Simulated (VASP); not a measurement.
Here is a VASP 6.6.1 calculation.

The input INCAR:

```
PREC = Accurate
ENCUT = 520
EDIFF = 1E-7
ISMEAR = 0
SIGMA = 0.02
LREAL = False
LASPH = True
NELM = 100
ALGO = Normal
ISIF = 3
LWAVE = False
LCHARG = False
GGA = PS
IBRION = 2
NSW = 80
EDIFFG = -0.002
```

Contents of KPOINTS:

```
Automatic mesh
0
Gamma
  9 9 6
```

Contents of POSCAR:

```
ZrSe2
1.0
    3.7980000000      0.0000000000      0.0000000000
   -1.8990000000      3.2891644800      0.0000000000
    0.0000000000      0.0000000000      6.1920000000
Zr Se
1 2
Direct
    0.0000000000      0.0000000000      0.0000000000
    0.3333333300      0.6666666700      0.2500000000
    0.6666666700      0.3333333300      0.7500000000
```

Potentials or basis: VASP PAW PBE potentials, release 64 (Zr_sv, Se).

The run is started by

```bash
$ cat potpaw_PBE.64/Zr_sv/POTCAR potpaw_PBE.64/Se/POTCAR > POTCAR
$ mpirun -np 1 vasp_std > vasp.out
```

Predict the band gap on the k mesh.

0.14 eV, indirect (least direct gap 1.01 eV).

Predict the relaxed cell.

a = 3.733 Å, b = 3.733 Å, c = 6.135 Å, α = 90.00°, β = 90.00°, γ = 120.00°.

What does it give for the relaxed volume?

24.68 Å³/atom.

The path:
```csv
step,energy change (eV),largest force (eV/Å),pressure (GPa),volume (Å³)
1,0.0000,0.1106,-1.06,77.35
2,-0.0117,0.2692,0.78,75.45
3,-0.0118,0.2587,0.66,75.57
4,-0.0175,0.0125,-0.14,75.70
5,-0.0176,0.0438,-0.04,75.69
6,-0.0179,0.0386,-0.08,75.62
7,-0.0188,0.0229,-0.19,75.42
8,-0.0195,0.0086,-0.41,75.02
9,-0.0196,0.0029,-0.36,74.93
10,-0.0200,0.0143,-0.21,74.66
11,-0.0201,0.0488,0.11,74.13
12,-0.0201,0.0391,0.02,74.28
13,-0.0202,0.0344,0.02,74.25
14,-0.0204,0.0203,0.01,74.15
15,-0.0205,0.0083,0.01,73.95
16,-0.0205,0.0008,0.01,74.01
17,-0.0205,0.0016,0.01,74.02
18,-0.0205,0.0002,0.00,74.03
```

Caveat: the PAW data sets were made with another functional, which shifts forces and pressure a little; an odd mesh through Γ misses points on the zone boundary, where band edges often lie; this functional lacks dispersion, which binds the layers, so the pressure and a relaxed spacing across them are unreliable. PBEsol gaps usually lie below the measured ones, often by a third to a half.
